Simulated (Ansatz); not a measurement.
Space group Pm-3m (No. 221). a = 6.283 Å, b = 6.283 Å, c = 6.283 Å, α = 90.00°, β = 90.00°, γ = 90.00°
```
atom site symmetry x y z
  Cs    1a m-3m  0.0000  0.0000  0.0000
  Sn    1b m-3m  0.5000  0.5000  0.5000
   I    3c    4/mm.m  0.0000  0.5000  0.5000
```

Equation of state of this CsSnI3 structure (not necessarily the ground state), with shape and atoms relaxed at each volume where symmetry leaves them free. All numbers below come from DFT PBE, scalar-relativistic, plane waves, PAW in Ansatz 0.2.0.

Plane waves to 420 eV, a k mesh through Γ of 6×6×6 on the computed 5-atom cell and Gaussian smearing (0.02 eV); no spin polarisation.

```csv
V (Å³/atom),E − E(largest V) (meV/atom),P (GPa),gap on mesh (eV)
46.633,2.69,1.13,0.20
48.121,-4.92,0.53,0.34
49.610,-7.40,0.02,0.48
51.098,-5.53,-0.41,0.59
52.586,0.00,-0.77,0.70
```

Fit a third-order Birch–Murnaghan equation to E(V).

V0 = 49.67 Å³/atom, B0 = 15 GPa, B0' = 4.6.

Spin-orbit coupling is left out, which matters for the bands of heavy elements.

Symmetry holds off the tilts and polar distortions that many cubic perovskites undergo.